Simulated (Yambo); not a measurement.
# AlN (F-43m) in Yambo: further runs

The runs below take AlN through optical spectrum by the Bethe-Salpeter equation, energy-loss spectrum, Hartree-Fock levels, G0W0 quasiparticle levels, with PBE.

All numbers are computed with Yambo 5.3.0; they aren't measurements. Logs are shortened: lines on timing, memory, paths and dates and some standing lists are left out, and cuts for length are marked.

### 1 The structure

The structure is cubic, space group F-43m (No. 216). The conventional cell has a = 4.368 Å, b = 4.368 Å, c = 4.368 Å, α = 90.00°, β = 90.00°, γ = 90.00°. Al (site symmetry -43m) has 4 N at 1.89 Å as nearest neighbours. Around N (site symmetry -43m) lie 4 Al at 1.89 Å.

Measurements of this composition are mostly on another form, of space group No. 186.

### 2 Optical spectrum by the Bethe-Salpeter equation, PBE

The input, bse13.in:

```
optics
bse
bss
rim_cut
em1s
RandQpts= 1000000
RandGvec= 50 RL
Chimod= "HARTREE"
% BndsRnXs
 1 | 44 |
%
NGsBlkXs= 5 Ry
% LongDrXs
 1 | 1 | 1 |
%
BSKmod= "SEX"
BSEmod= "retarded"
BSSmod= "d"
% BSEQptR
 1 | 1 |
%
% BSEBands
 1 | 6 |
%
BSENGexx= 30 Ry
BSENGBlk= 5 Ry
% BEnRange
 0 | 20 | eV
%
% BDmRange
 0.1 | 0.1 | eV
%
BEnSteps= 200
% BLongDir
 1 | 1 | 1 |
%
BSEprop= "abs"
WRbsWF
% KfnQP_E
 1.4 | 1.0 | 1.0 |
%
```

The input, scf.in:

```
&CONTROL
  calculation = 'scf'
  prefix = 'pwscf'
  outdir = './tmp'
  pseudo_dir = './pseudo'
/
&SYSTEM
  ibrav = 0
  nat = 2
  ntyp = 2
  ecutwfc = 50
  ecutrho = 202
  nbnd = 9
  occupations = 'smearing'
  smearing = 'fd'
  degauss = 0.00367493
  force_symmorphic = .true.
/
&ELECTRONS
  conv_thr = 4d-10
  electron_maxstep = 120
  mixing_beta = 0.5
/
ATOMIC_SPECIES
Al    26.9815 Al.upf
N     14.0070 N.upf
CELL_PARAMETERS angstrom
   0.0000000000    2.1839935596    2.1839935596
   2.1839935596    0.0000000000    2.1839935596
   2.1839935596    2.1839935596    0.0000000000
ATOMIC_POSITIONS crystal
Al     0.0000000000    0.0000000000    0.0000000000
N      0.2500000000    0.2500000000    0.2500000000
K_POINTS automatic
6 6 6 0 0 0
```

The input, nscf.in:

```
&CONTROL
  calculation = 'nscf'
  prefix = 'pwscf'
  outdir = './tmp'
  pseudo_dir = './pseudo'
/
&SYSTEM
  ibrav = 0
  nat = 2
  ntyp = 2
  ecutwfc = 50
  ecutrho = 202
  nbnd = 154
  occupations = 'fixed'
  force_symmorphic = .true.
/
&ELECTRONS
  conv_thr = 1d-08
  diago_full_acc = .true.
  diago_thr_init = 1d-06
/
ATOMIC_SPECIES
Al    26.9815 Al.upf
N     14.0070 N.upf
CELL_PARAMETERS angstrom
   0.0000000000    2.1839935596    2.1839935596
   2.1839935596    0.0000000000    2.1839935596
   2.1839935596    2.1839935596    0.0000000000
ATOMIC_POSITIONS crystal
Al     0.0000000000    0.0000000000    0.0000000000
N      0.2500000000    0.2500000000    0.2500000000
K_POINTS automatic
6 6 6 0 0 0
```

Potentials or basis: PseudoDojo 0.4.1 SR PBE standard.

The run is started by

```bash
OMP_NUM_THREADS=1 pw.x -in scf.in > scf.out
OMP_NUM_THREADS=1 pw.x -in nscf.in > nscf.out
cd tmp/pwscf.save; p2y; mv SAVE ../..; cd ../..
OMP_NUM_THREADS=1 yambo
mkdir -p bse13; ln -s $PWD/g0w00/ndb.RIM bse13/
OMP_NUM_THREADS=1 yambo -F bse13.in -J bse13 -C bse13_out
OMP_NUM_THREADS=1 ypp -J bse13 -C bse13_out -e s -b 1
```

Yambo's report:

```text
[... sections 02.01 to 02.04 as in the set-up run ...]

  [02.05] Energies & Occupations
  ==============================

  [X] === General ===
  [X] Electronic Temperature                        :  0.000000  0.000000 [eV K]
  [X] Bosonic    Temperature                        :  0.000000  0.000000 [eV K]
  [X] Finite Temperature mode                       : no
  [X] El. density                                   :  0.38398E+24 [cm-3]
  [X] Fermi Level                                   :  6.955173 [eV]

  [X] === Gaps and Widths ===
  [X] Conduction Band Min                           :  3.331860 [eV]
  [X] Valence Band Max                              :  0.000000 [eV]
  [X] Filled Bands                                  :   4
  [X] Empty Bands                                   :    5  154
  [X] Direct Gap                                    :  4.179666 [eV]
  [X] Direct Gap localized at k                     :  1
  [X] Indirect Gap                                  :  3.331860 [eV]
  [X] Indirect Gap between kpts                     :   1  13
  [X] Last valence band width                       :  2.496475 [eV]
  [X] 1st conduction band width                     :  4.677285 [eV]

 [03] Transferred momenta grid and indexing
 ==========================================

 [BZ sampling] Q-grid is User defined and/or read from the database

 IBZ Q-points                                      :  16
 BZ  Q-points                                      :  216

 K/Q-points units:
 rlu = crystal or reduced units; cc = cartesian coordinates; iku = interal k-units

 Q [ 1]         [rlu]:  0.000000  0.000000  0.000000
 Q [ 2]         [rlu]:  0.37242E-17  0.37242E-17  0.16667
 Q [ 3]         [rlu]:  0.74483E-17  0.74483E-17  0.33333
 Q [ 4]         [rlu]:  0.10596E-16  0.10596E-16 -0.50000
 Q [ 5]         [rlu]:  0.11424E-17  0.16667      0.16667
 Q [ 6]         [rlu]:  0.37242E-17  0.16667      0.33333
 Q [ 7]         [rlu]:  0.16156E-16  0.16667      0.50000
 Q [ 8]         [rlu]:  0.10596E-16  0.16667     -0.33333
 Q [ 9]         [rlu]: -0.74483E-17  0.16667     -0.16667
 Q [10]         [rlu]:  0.22848E-17  0.33333      0.33333
 Q [11]         [rlu]:  0.80778E-17  0.33333      0.50000
 Q [12]         [rlu]:  0.25179E-17  0.33333     -0.33333
 Q [13]         [rlu]: -0.39890E-16 -0.50000     -0.50000
 Q [14]         [rlu]:  0.166667  0.333333  0.500000
 Q [15]         [rlu]:  0.166667  0.333333 -0.333333
 Q [16]         [rlu]:  0.166667 -0.500000 -0.333333

  [03.01] X + BSE indexes
  =======================

   [03.01.01] Sigma indexes
   ========================

   [WR./SAVE//ndb.kindx]-----------------------------------------------------------
    Fragmentation                                    : no
    Polarization last K ( bz)                        :  216
    Polarization last K (ibz)                        :  16
    QP states                                        :   1  16
    X grid is uniform                                : yes
    Grids (string)                                   :  X B S
    Grids (int-vector)                               :  1  1  0  1

 [04] Coloumb potential Random Integration (RIM)
 ===============================================

 Summary of Coulomb integrals for non-metallic bands |Q|[au] RIM/Bare

 Q [1] 0.100000E-4 0.995998 * Q [2] 0.219740 1.065683
 Q [5] 0.253734 1.065194 * Q [9] 0.358834 1.026119
 Q [6] 0.420770 1.019967 * Q [3] 0.439480 1.017314
 Q [10] 0.507468 1.014132 * Q [8] 0.553000 1.010838
 Q [14] 0.567366 1.011005 * Q [7] 0.621518 1.009135
 Q [11] 0.659220 1.008371 * Q [4] 0.659220 1.007575
 Q [12] 0.717668 1.006648 * Q [15] 0.750555 1.006102
 Q [13] 0.761202 1.005892 * Q [16] 0.802377 1.005337

 [WARNING] [Xs] User bands 1-44 break level degeneracy

 [WARNING] [BS] User bands 1-6 break level degeneracy

 [05] External/Internal QP corrections
 =====================================

 [QP_apply] Action to be applied: USER defined scissor
[... 109 lines left out ...]
  [r,Vnl] included                                 : yes
  Field direction                                  :  0.577350E-5  0.577350E-5  0.577350E-5
  BZ energy Double Grid                            : no
  BZ energy DbGd points                            : 0
  BZ Q point size factor                           : -1.000000
  X Optical Averaged directions                    : none
 [X-CG] R(p) Tot o/o(of R):    1996   34560     100
 [WR./bse13//ndb.em1s_fragment_1]------------------------------------------------
  Current Q-pt index                               :  1
  X energy range                                   :  0.000000  0.000000 eV
  X damping range                                  :  0.001000  0.001000 eV
  Number of frequencies                            :  1
 [X-CG] R(p) Tot o/o(of R):    7130   34560     100
 [WR./bse13//ndb.em1s_fragment_2]------------------------------------------------
  Current Q-pt index                               :  2
  X energy range                                   :  0.000000  0.000000 eV
  X damping range                                  :  0.001000  0.001000 eV
  Number of frequencies                            :  1
 [X-CG] R(p) Tot o/o(of R):    6810   34560     100
 [X-CG] R(p) Tot o/o(of R):    3909   34560     100
 [X-CG] R(p) Tot o/o(of R):    6236   34560     100
 [X-CG] R(p) Tot o/o(of R):   10906   34560     100
 [X-CG] R(p) Tot o/o(of R):   10144   34560     100
 [X-CG] R(p) Tot o/o(of R):    9644   34560     100
 [X-CG] R(p) Tot o/o(of R):    8814   34560     100
 [X-CG] R(p) Tot o/o(of R):    6084   34560     100
 [X-CG] R(p) Tot o/o(of R):   10133   34560     100
 [X-CG] R(p) Tot o/o(of R):    8367   34560     100
 [X-CG] R(p) Tot o/o(of R):    3782   34560     100
 [X-CG] R(p) Tot o/o(of R):   10864   34560     100
 [X-CG] R(p) Tot o/o(of R):   10643   34560     100
 [X-CG] R(p) Tot o/o(of R):    8543   34560     100

 [08] Bethe Salpeter Equation driver
 ===================================

  [08.01] Bethe Salpeter Equation @q1
  ===================================

   [08.01.01] Transition pre-analysis @q1
   ======================================

   [08.01.02] Transition Groups build-up @q1
   =========================================

   [BSK] Transition groups (total):  16
   [BSK] Size (resonant):  1728
   [BSK]         (total):  1728
   [BSK] N. of matrices :  1

   [08.01.03] Loading Dipoles @q1
   ==============================

   [08.01.04] Independent Particles properties @q1
   ===============================================

   [08.01.05] BSE Kernel @q1 (Resonant CORRRELATION EXCHANGE)
   ==========================================================

   [BSE] Exchange components :   411
   [BSE] Correlation components :   51  229

    [08.01.05.01] Screened interaction header I/O
    =============================================

    [08.01.05.02] Main kernel loop
    ==============================

    [WR./bse13//ndb.BS_Q1_CPU_0]----------------------------------------------------
     Brillouin Zone Q/K grids (IBZ/BZ)                :   16  216   16  216
     RL vectors                                       :  1243 [WF]
     Coulomb cutoff potential                         : none
     Parallel CPUs
     Parallel Roles
     Fragmentation                                    : no
     BS kernel          wavefunctions                 : Perdew, Burke & Ernzerhof(X)+Perdew, Burke & Ernzerhof(C)
     Static diel. fun.  energies                      : Perdew, Burke & Ernzerhof(X)+Perdew, Burke & Ernzerhof(C)
     wavefunctions                                    : Perdew, Burke & Ernzerhof(X)+Perdew, Burke & Ernzerhof(C)
     [K] Identifier                                   :   6608
     [K] Dimension                                    :  1728
     [K] Bands                                        :   1   6
     [K] Exchange                                     : yes [res]
     [K] Correlation                                  : yes [res]
     [K] Kernel`s coupling                            : no
     [K] Exchange                                     : no [cpl]
     [K] Correlation                                  : no [cpl]
     [K] W interaction is bare                        : no
     [K] ALDA kernel in R-space                       : no
     [K] RL vectors                                   :   411 [exchange]
     [K] RL vectors                                   :   51 [correlation]
     [K] E/h energy range                             : -1.000000 -1.000000 [eV]
     [K] Coupling range                               :  100.0000  100.0000 [o/o]
     [W] Interaction is diagonal                      : no
     [W] Matrix size                                  :   51
     [W] Bands                                        :    1   44
     [W] e/h energy range                             : -1.000000 -1.000000 [eV]
     [W] Poles                                        :  100.0000 [o/o]
     [W] RL vectors in the sum                        :  1243
     [W] [r,Vnl] included                             : yes
     [W] Field direction                              :  0.577350E-5  0.577350E-5  0.577350E-5
     [W] Coulomb Cutoff                               : none
     [W] Hxc Kernel                                   : HARTREE
     [RIM] RL components                              :   51 [col]
     [RIM] Random points                              :  1000000 [col]
     [SOC] Perturbative SOC                           : no
     [K] Kernel long-range exchange                   : BAR

    [08.01.05.03] Wave-Function Phases
    ==================================

    [BSE] WF phases found       :  72.04861 [o/o]

   [08.01.06] BSE solver(s) @q1
   ============================

   [08.01.07] Diago Solver @q1
   ===========================

   [WR./bse13//ndb.BS_diago_Q1]----------------------------------------------------
    BS kernel          energies                      : Perdew, Burke & Ernzerhof(X)+Perdew, Burke & Ernzerhof(C)+ user defined corrections @E
    [K] Identifier                                   :   6608
    [K] Dimension                                    :  1728
    [K] Bands                                        :   1   6
    [K] Exchange                                     : yes [res]
    [K] Correlation                                  : yes [res]
    [K] Kernel`s coupling                            : no
    [K] Exchange                                     : no [cpl]
    [K] Correlation                                  : no [cpl]
    [K] W interaction is bare                        : no
    [K] ALDA kernel in R-space                       : no
    [K] RL vectors                                   :   411 [exchange]
    [K] RL vectors                                   :   51 [correlation]
    [K] E/h energy range                             : -1.000000 -1.000000 [eV]
    [K] Coupling range                               :  100.0000  100.0000 [o/o]
    [W] Interaction is diagonal                      : no
    [W] Matrix size                                  :   51
    [W] Bands                                        :    1   44
    [W] e/h energy range                             : -1.000000 -1.000000 [eV]
    [W] Poles                                        :  100.0000 [o/o]
    [W] RL vectors in the sum                        :  1243
    [W] [r,Vnl] included                             : yes
    [W] Field direction                              :  0.577350E-5  0.577350E-5  0.577350E-5
    [W] Coulomb Cutoff                               : none
    [W] Hxc Kernel                                   : HARTREE
    [RIM] RL components                              :   51 [col]
    [RIM] Random points                              :  1000000 [col]
    [SOC] Perturbative SOC                           : no
    [K] Kernel long-range exchange                   : BAR
    [BSS] Eigenstates included                       : yes
    [BSS] Field direction                            :  0.577350E-5  0.577350E-5  0.577350E-5
    [BSS] Eigenstates computed                       :  1728
    [BSS] Number of BSE matrices                     :  1
```

It took 64 s on 1 thread of Arm Neoverse V2, shared host; peak memory 0.3 GiB.

What came out:

| Property | Result |
| --- | --- |
| Band gap on the k mesh, mean-field level | 3.33 eV, indirect (least direct gap 4.18 eV) |
| Exciton binding energy | 0.50 eV |
| Lowest exciton energy | 5.08 eV |
| Lowest bright exciton energy | 5.08 eV |

Dielectric function (along the field direction of the input):
```csv
energy (eV),real part,imaginary part
0.30,4.07,0.00
0.80,4.10,0.01
1.31,4.16,0.02
1.81,4.26,0.02
2.31,4.40,0.03
2.81,4.60,0.05
3.32,4.89,0.07
3.82,5.31,0.10
4.32,6.00,0.19
4.82,7.66,0.77
5.33,6.15,1.03
5.83,11.53,3.13
6.33,12.12,5.59
6.83,8.97,11.29
7.34,-0.54,3.13
7.84,9.01,8.04
8.34,-3.36,5.44
8.84,-1.09,5.91
9.35,-0.75,1.39
9.85,1.37,1.69
10.35,-3.68,3.22
10.85,0.37,3.01
11.36,-0.67,4.30
11.86,-2.20,3.61
12.36,-1.98,1.39
12.86,-1.88,0.90
13.37,-1.51,0.65
13.87,-1.35,0.64
14.37,-0.76,0.75
14.87,-0.84,0.53
15.38,-0.81,0.25
15.88,-0.54,0.12
16.38,-0.34,0.04
16.88,-0.18,0.03
17.39,-0.07,0.02
17.89,0.03,0.02
18.39,0.11,0.02
18.89,0.18,0.01
19.40,0.24,0.01
20.00,0.30,0.01
```

Lowest exciton energies (eV): 5.08, 5.08, 5.08, 5.97, 5.97, 5.97, 5.99, 5.99

Excitons:
| energy (eV) | strength (relative to the strongest) |
| --- | --- |
| 5.078 | 0.11 |
| 5.079 | 0.016 |
| 5.080 | 0.11 |
| 5.972 | 1.6e-07 |
| 5.973 | 0.00052 |
| 5.973 | 1.6e-08 |
| 5.987 | 1.4e-06 |
| 5.987 | 0.48 |
| 5.987 | 0.0003 |
| 6.499 | 0.49 |
| 6.500 | 0.0064 |
| 6.500 | 0.42 |

Caveat: the scissor is the correction of the direct gap in an earlier G0W0 run on the same states; exciton energies and binding change strongly with the k mesh and aren't converged on this one; spectra need much finer meshes, so this one isn't converged.

[end of part 1 of 3]
